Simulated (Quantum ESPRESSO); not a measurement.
# In2O3: single point with PBE

**Measured values to compare with.**

From “Fabrication and performance enhancement of an In2O3/BiVO4 heterojunction for N-butanol gas sensing applications”, 2024, pmc:11650617, for a powder of In2O3: band gap 3.08 eV (optical).

In2O3:

```
CELL_PARAMETERS angstrom
2.74350 1.58396 4.83667
-2.74350 1.58396 4.83667
0.00000 -3.16792 4.83667
ATOMIC_POSITIONS crystal
In 0.85731 0.85731 0.85731
In 0.64269 0.64269 0.64269
In 0.14269 0.14269 0.14269
In 0.35731 0.35731 0.35731
O 0.04800 0.75000 0.45200
O 0.75000 0.45200 0.04800
O 0.45200 0.04800 0.75000
O 0.95200 0.25000 0.54800
O 0.25000 0.54800 0.95200
O 0.54800 0.95200 0.25000
```

| Item | Value |
| --- | --- |
| Program | Quantum ESPRESSO 7.5 |
| Task | single point |
| Functional | PBE |
| Potentials or basis | SSSP 1.3 efficiency PBE |
| Cutoff | 748 eV |
| Density cutoff | 5987 eV |
| k mesh | 6 × 6 × 6 |
| Occupations | fermi-dirac, width 0.05 eV |
| Spin | no spin polarisation |
| Mixing beta | 0.5 |
| Most SCF iterations | 120 |
| SCF threshold | 2e-09 Ry |

```yaml
Pressure: 8.7 GPa
Largest_force: 0.142 eV/Å
Band_gap_on_the_k_mesh: 1.29 eV, indirect (least direct gap 1.34 eV)
```

Forces in eV/Å, atoms in the order of the input:
```
In   0.000  0.000  0.009
In   0.000  0.000 -0.009
In   0.000  0.000 -0.009
In   0.000  0.000  0.009
O   -0.071 -0.123  0.000
O   -0.071  0.123  0.000
O    0.142  0.000  0.000
O    0.071  0.123  0.000
O    0.071 -0.123  0.000
O   -0.142  0.000  0.000
```

Stress tensor (GPa, compression positive):
```
9.25 0.00 0.00
0.00 9.25 0.00
0.00 0.00 7.71
```

Levels at points of the mesh, in eV from the valence-band top:
```csv
k point,band 41,band 42,band 43,band 44,band 45,band 46,band 47,band 48
"(0.00, 0.00, 0.00)",-0.26,-0.26,-0.05,-0.05,1.29,5.62,6.30,7.37
"(0.00, 0.00, -0.50)",-0.75,-0.75,-0.06,-0.06,4.99,4.99,5.93,5.93
"(0.00, -0.50, -0.50)",-0.55,-0.34,-0.08,-0.04,5.22,5.55,6.51,6.63
"(-0.50, -0.50, -0.50)",-0.19,-0.19,-0.19,-0.19,4.44,4.44,7.22,7.22
```

Wall time 68 s on 2 MPI ranks on AMD EPYC 9R45 96-Core Processor (Zen 5), on a shared host, peak memory 0.82 GiB a rank.

A measured gap of In2O3 is 3.08 eV (optical; powder; “Fabrication and performance enhancement of an In2O3/BiVO4 heterojunction for N-butanol gas sensing applications”, 2024, pmc:11650617); the calculated 1.29 eV misses it by -1.79 eV. So large a miss can be the level of theory's own, or it may mean another phase, state or a wrong row. Spin-orbit coupling on In is left out. The value is that of PBE on a finite k mesh, which can miss the band edges, without temperature or zero-point motion. Semilocal functionals fall short of measured gaps as a rule.

Caveat: spin-orbit coupling is left out, which moves the levels of the heavy elements.
